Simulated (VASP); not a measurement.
Set up this calculation in VASP 6.6.1, as the native input.

- Task: single point
- Functional: PBE
- Dispersion: TS
- Potentials or basis: VASP PAW PBE potentials, release 64 (Mo_sv, S)
- Cutoff: 520 eV
- k mesh: 8 × 8 × 2
- Occupations: fermi-dirac, width 0.05 eV
- Spin: no spin polarisation
- Further INCAR settings: ALGO = Normal; EDIFF = 1e-07; NBANDS = 35

The structure of MoS2 lies in POSCAR:

```
MoS2
1.0
    3.1610000000      0.0000000000      0.0000000000
   -1.5805000000      2.7375063014      0.0000000000
    0.0000000000      0.0000000000     12.2950000000
Mo S
2 4
Direct
    0.3333333333      0.6666666667      0.2500000000
    0.6666666667      0.3333333333      0.7500000000
    0.6666666667      0.3333333333      0.3772875153
    0.6666666667      0.3333333333      0.1227124847
    0.3333333333      0.6666666667      0.8772875153
    0.3333333333      0.6666666667      0.6227124847
```

The cell was built by a generator and needn't be a form met in nature.

One way to write it, as run:

INCAR

```
ALGO     = Normal         # electronic algorithm
EDIFF    = 1E-7           # SCF threshold, eV
ENCUT    = 520            # plane-wave cutoff, eV
GGA      = PE             # functional
ISIF     = 2              # what is computed and relaxed
ISMEAR   = -1             # smearing method
IVDW     = 2              # dispersion correction
LASPH    = True           # aspherical terms in the spheres
LCHARG   = False          # write CHGCAR
LREAL    = False          # projectors in reciprocal space
LWAVE    = False          # write WAVECAR
NBANDS   = 35             # bands
NELM     = 100            # most SCF steps
PREC     = Accurate       # precision mode
SIGMA    = 0.05           # smearing width, eV
```

KPOINTS

```
k-points
0
Gamma
  8 8 2
```

Potentials or basis: VASP PAW PBE potentials, release 64 (Mo_sv, S).

Launch:

```console
$ cat potpaw_PBE.64/Mo_sv/POTCAR potpaw_PBE.64/S/POTCAR > POTCAR
$ mpirun -np 1 vasp_std > vasp.out
```

It gave:

* Pressure: -0.7 GPa
* Largest force: 0.035 eV/Å
* Band gap on the k mesh: 0.99 eV, indirect (least direct gap 1.96 eV)
* Hirshfeld charges: Mo +0.23; S -0.11 e
* Dispersion energy per atom: -0.325 eV

Wall time 43 s on 1 thread of Intel(R) Xeon(R) 6975P-C (Granite Rapids) (shared host), peak memory 0.24 GiB.
